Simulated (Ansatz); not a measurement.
Relaxed-ion elastic tensor of SrF₂ (fluorite, Fm-3m) in GPa (Voigt order), r²SCAN (plane waves, PAW; program Ansatz); density 4.30 g/cm³, 16.18 Å³ per atom.

```json
[
 {"": "1", "1": "127", "2": "47.8", "3": "47.8", "4": "0.0", "5": "0.0", "6": "0.0"},
 {"": "2", "1": "47.8", "2": "127", "3": "47.8", "4": "0.0", "5": "0.0", "6": "0.0"},
 {"": "3", "1": "47.8", "2": "47.8", "3": "127", "4": "0.0", "5": "0.0", "6": "0.0"},
 {"": "4", "1": "0.0", "2": "0.0", "3": "0.0", "4": "32.9", "5": "0.0", "6": "0.0"},
 {"": "5", "1": "0.0", "2": "0.0", "3": "0.0", "4": "0.0", "5": "32.9", "6": "0.0"},
 {"": "6", "1": "0.0", "2": "0.0", "3": "0.0", "4": "0.0", "5": "0.0", "6": "32.9"}
]
```

Task: Is the crystal mechanically stable?

Result: Yes: the smallest eigenvalue of C is 32.9 GPa.

Task: Work out the Voigt, Reuss and Hill averages.

Result: K_V = 74.4, K_R = 74.4, K_H = 74.4; G_V = 35.7, G_R = 35.4, G_H = 35.5 GPa.

Task: Give Young's modulus, Poisson's ratio, Pugh's ratio and the universal anisotropy index.

Result: E = 9KG/(3K + G) = 91.9 GPa; ν = 0.29; K/G = 2.09 (ductile by the Pugh limit of 1.75); A_U = 5G_V/G_R + K_V/K_R − 6 = 0.04.

Task: Estimate the sound speeds and the Debye temperature.

Result: v_l = √((K + 4G/3)/ρ) = 5320 m/s, v_t = √(G/ρ) = 2870 m/s, mean 3210 m/s; Θ = (h/k)(3n/4πV)^(1/3) v_m = 378 K.

Task: Give the Zener ratio and Young's modulus along [100], [110] and [111].

Result: A = 2C44/(C11 − C12) = 0.83; 1/E = S11 − 2(S11 − S12 − S44/2)Γ with Γ = 0, 1/4, 1/3 gives 101, 89.4, 86.0 GPa.

Task: Solve the Christoffel equation for the three sound speeds along [100], [110], [111].

Result: Eigenvalues of C_ijkl n_j n_l equal ρv². In km/s, slowest first: [100] 2.77, 2.77, 5.45; [110] 2.77, 3.04, 5.30; [111] 2.95, 2.95, 5.24.

The cell was relaxed with r²SCAN under the symmetry of its start; phonons on a q-mesh show no instability.

Potentials: the later of the program's two PAW sets.
